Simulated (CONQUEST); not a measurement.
## As under changes of volume

One of the cells (21.530 Å³/atom); the others are scaled copies at fixed shape and fractional positions:

```
As
1.0
     3.76159    0.00000    0.00000
     0.00000    6.51527    0.00000
     0.00000    0.00000   10.54219
As
12
Direct
  0.00000 0.00000 0.77400
  0.00000 0.33333 0.44067
  0.00000 0.66667 0.10733
  0.50000 0.16667 0.10733
  0.50000 0.50000 0.77400
  0.50000 0.83333 0.44067
  0.00000 0.00000 0.22600
  0.00000 0.33333 0.89267
  0.00000 0.66667 0.55933
  0.50000 0.16667 0.55933
  0.50000 0.50000 0.22600
  0.50000 0.83333 0.89267
```

| Quantity | Value |
| --- | --- |
| Program | CONQUEST 1.3 |
| Functional | PBE |
| Potentials or basis | PseudoDojo NC PBE, DZP, grid of 36 × 64 × 100 points |
| k mesh | 7 × 4 × 3 |
| Occupations | fermi-dirac, width 0.05 eV |
| Spin | no spin polarisation |

```csv
volume (Å³/atom),energy over the lowest point (meV/atom),pressure (GPa),largest force (eV/Å)
20.239,?,?,?
20.669,64.28,9.6,1.069
21.100,41.62,7.3,0.904
21.530,24.62,5.4,0.755
21.961,12.20,3.8,0.613
22.392,4.06,2.3,0.456
22.822,0.00,0.8,0.325
```

**Question.** What does the run at 20.239 Å³/atom give?

**Answer.** Energy over the lowest point 93.16 meV/atom; pressure 12.0 GPa; largest force 1.245 eV/Å.

Worked out: A Birch-Murnaghan fit of order 3 (a polynomial in V^(-2/3)) to the other rows has its minimum at 23.12 Å³/atom, just outside them, with B0 = V·E''(V) = 65 GPa and B' = 4.7 at fixed shape and positions, which overstates the stiffness. It gives 92.73 meV/atom at 20.239 Å³/atom, against the run's 93.16, and -dE/dV = 11.8 GPa, against 12.0.

Energies are extrapolated to zero smearing.

Caveats: the basis of atomic orbitals isn't converged, which shifts pressures, moduli and gaps; forces of over 1 eV/Å show positions far from the minimum, so gaps and moduli don't describe the material at rest (some runs).
